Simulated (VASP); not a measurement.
A run of VASP 6.6.1:

The input INCAR:

```
PREC = Accurate
ENCUT = 520
EDIFF = 1E-6
ISMEAR = 1
SIGMA = 0.1
LREAL = F
LASPH = T
NELM = 80
ALGO = Fast
ISIF = 2
LWAVE = F
LCHARG = F
LDIPOL = T
IDIPOL = 3
DIPOL = 0.5 0.5 0.500
GGA = PS
IBRION = 2
NSW = 100
EDIFFG = -0.015
KPAR = 8
```

Contents of KPOINTS:

```
regular mesh
0
Gamma
  6 8 1
```

The input POSCAR:

```
InAs
1.0
    6.0360000000      0.0000000000      0.0000000000
    0.0000000000      4.2680965310      0.0000000000
    0.0000000000      0.0000000000     24.5361930620
In As
5 5
Direct
    0.5000000000      0.5000000000      0.3260489506
    0.0000000000      0.0000000000      0.4130244753
    0.5000000000      0.5000000000      0.5000000000
    0.0000000000      0.0000000000      0.5869755247
    0.5000000000      0.5000000000      0.6739510494
    0.7500000000      1.0000000000      0.3260489506
    0.2500000000      0.5000000000      0.4130244753
    0.7500000000      0.0000000000      0.5000000000
    0.2500000000      0.5000000000      0.5869755247
    0.7500000000      0.0000000000      0.6739510494
```

Potentials or basis: VASP PAW PBE potentials, release 64 (In_d, As).

Launch:

```sh
$ cat potpaw_PBE.64/In_d/POTCAR potpaw_PBE.64/As/POTCAR > POTCAR
$ mpirun -np 8 vasp_std > vasp.out
```

Hardware: 8 MPI ranks on Intel(R) Xeon(R) 6975P-C (Granite Rapids), with other jobs on the host.

Q: Estimate the wall time of this run.

A: It took 32 min on 8 MPI ranks on Intel(R) Xeon(R) 6975P-C (Granite Rapids), with other jobs on the host, peak memory 1.1 GiB a rank. Counts: scf iterations 253, k points 20, ion steps 20.
